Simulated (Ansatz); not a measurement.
Cu under changes of volume

One of the cells (11.810 Å³/atom); the others are scaled copies at fixed shape and fractional positions:

```
CELL_PARAMETERS angstrom
0.00000 1.80750 1.80750
1.80750 0.00000 1.80750
1.80750 1.80750 0.00000
ATOMIC_POSITIONS crystal
Cu 0.00000 0.00000 0.00000
```

| Item | Value |
| --- | --- |
| Program | Ansatz 0.2.0 |
| Functional | PBE |
| Potentials or basis | Ansatz PAW polarizable |
| Cutoff | 420 eV (not typed: the program's choice for these potentials) |
| k mesh | 13 × 13 × 13 |
| Occupations | fermi-dirac, width 0.05 eV |
| Spin | no spin polarisation |

```tsv
volume (Å³/atom)	energy over the lowest point (meV/atom)	pressure (GPa)
11.102	?	?
11.338	14.85	8.4
11.574	5.08	4.9
11.810	0.33	1.7
12.047	0.00	-1.2
12.283	3.61	-3.7
12.519	10.71	-5.9
```

Problem. What does the run at 11.102 Å³/atom give?

Solution. Energy over the lowest point 30.22 meV/atom; pressure 12.5 GPa.

Worked out: A Birch-Murnaghan fit of order 3 (a polynomial in V^(-2/3)) to the other rows has its minimum at 11.95 Å³/atom with B0 = V·E''(V) = 142 GPa and B' = 5.1. It gives 30.25 meV/atom at 11.102 Å³/atom, against the run's 30.22, and -dE/dV = 12.5 GPa, against 12.5.

Energies are extrapolated to zero smearing.
